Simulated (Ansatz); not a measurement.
**Band structure of Tl**

```xyz
1
Lattice="-1.9410 1.9410 1.9410 1.9410 -1.9410 1.9410 1.9410 1.9410 -1.9410" Properties=species:S:1:pos:R:3 pbc="T T T"
Tl    0.0000    0.0000    0.0000
```

Conventional cell: a = 3.882 Å, b = 3.882 Å, c = 3.882 Å, α = 90.00°, β = 90.00°, γ = 90.00°. Around Tl (atom 1) lie 8 Tl at 3.36 Å.

The cell is COD entry 9008555, as deposited and not checked against the literature; nothing was relaxed.

Spin–orbit coupling is left out, though it moves levels of the heavy atoms by tenths of an eV or more.

These are results of DFT, PBE, all-electron LAPW, scalar-relativistic (Ansatz 0.2.0), not measurements.

The runs use a Γ-centred 13×13×13 k mesh, Fermi–Dirac smearing of 0.05 eV, basis error target 0.25 meV/atom, no spin polarisation.

Points in fractions of the reciprocal vectors of this cell: Γ (0, 0, 0), H (0.5, -0.5, 0.5), N (0, 0, 0.5), P (0.25, 0.25, 0.25). The path joins them by straight lines in the order Γ–H–N–Γ–P–H–P–N; legs that retrace an earlier one aren't tabulated. Energies are in eV from the Fermi level.

Question: Metal or insulator at this level of theory?

Answer: No gap opens: metallic or semimetallic.

Question: Tabulate bands 14 to 20, counted from the lowest band of the run, along the path.

Answer: 
| k (1/Å) | point | band 14 | band 15 | band 16 | band 17 | band 18 | band 19 | band 20 |
| --- | --- | --- | --- | --- | --- | --- | --- | --- |
| 0.00 | Γ | -11.63 | -11.22 | -11.22 | -9.86 | 10.63 | 10.63 | 10.63 |
| 0.40 |  | -11.54 | -11.31 | -11.22 | -9.16 | 7.11 | 8.29 | 8.29 |
| 0.81 |  | -11.41 | -11.37 | -11.33 | -7.05 | 3.71 | 4.86 | 4.86 |
| 1.21 |  | -11.16 | -11.16 | -11.11 | -3.91 | 1.96 | 2.38 | 2.38 |
| 1.62 | H | -11.02 | -11.02 | -11.02 | -1.67 | 1.46 | 1.46 | 1.46 |
| 1.90 |  | -11.15 | -11.09 | -11.01 | -2.71 | 0.51 | 1.92 | 2.78 |
| 2.19 |  | -11.43 | -11.25 | -10.98 | -3.99 | -1.04 | 3.16 | 4.55 |
| 2.48 |  | -11.32 | -11.28 | -10.96 | -4.76 | -2.20 | 4.79 | 6.06 |
| 2.76 | N | -11.25 | -11.22 | -10.95 | -5.00 | -2.62 | 5.76 | 7.11 |
| 3.05 |  | -11.26 | -11.22 | -11.06 | -6.65 | -0.30 | 6.27 | 7.47 |
| 3.34 |  | -11.31 | -11.28 | -11.22 | -8.43 | 3.46 | 7.66 | 8.49 |
| 3.62 |  | -11.54 | -11.25 | -11.22 | -9.51 | 7.69 | 9.51 | 9.89 |
| 3.91 | Γ | -11.63 | -11.22 | -11.22 | -9.86 | 10.63 | 10.63 | 10.63 |
| 4.26 |  | -11.49 | -11.24 | -11.24 | -9.33 | 6.97 | 8.74 | 8.74 |
| 4.61 |  | -11.28 | -11.24 | -11.24 | -7.70 | 2.64 | 5.49 | 5.49 |
| 4.96 |  | -11.26 | -11.23 | -11.23 | -5.33 | -0.10 | 2.75 | 2.75 |
| 5.31 | P | -11.51 | -11.22 | -11.22 | -4.21 | 0.78 | 0.78 | 0.78 |
| 5.66 |  | -11.41 | -11.20 | -11.20 | -4.32 | -0.23 | -0.23 | 4.76 |
| 6.01 |  | -11.53 | -11.12 | -11.12 | -3.99 | -0.17 | -0.17 | 7.79 |
| 6.36 |  | -11.24 | -11.05 | -11.05 | -2.92 | 0.73 | 0.73 | 4.01 |
| 6.71 | H | -11.02 | -11.02 | -11.02 | -1.67 | 1.46 | 1.46 | 1.46 |
| 8.11 | P | -11.51 | -11.22 | -11.22 | -4.21 | 0.78 | 0.78 | 0.78 |
| 8.31 |  | -11.34 | -11.22 | -11.22 | -4.37 | -0.61 | 1.33 | 2.42 |
| 8.52 |  | -11.23 | -11.22 | -11.16 | -4.68 | -1.69 | 2.74 | 4.24 |
| 8.72 |  | -11.24 | -11.22 | -11.01 | -4.91 | -2.38 | 4.57 | 6.06 |
| 8.92 | N | -11.25 | -11.22 | -10.95 | -5.00 | -2.62 | 5.76 | 7.11 |
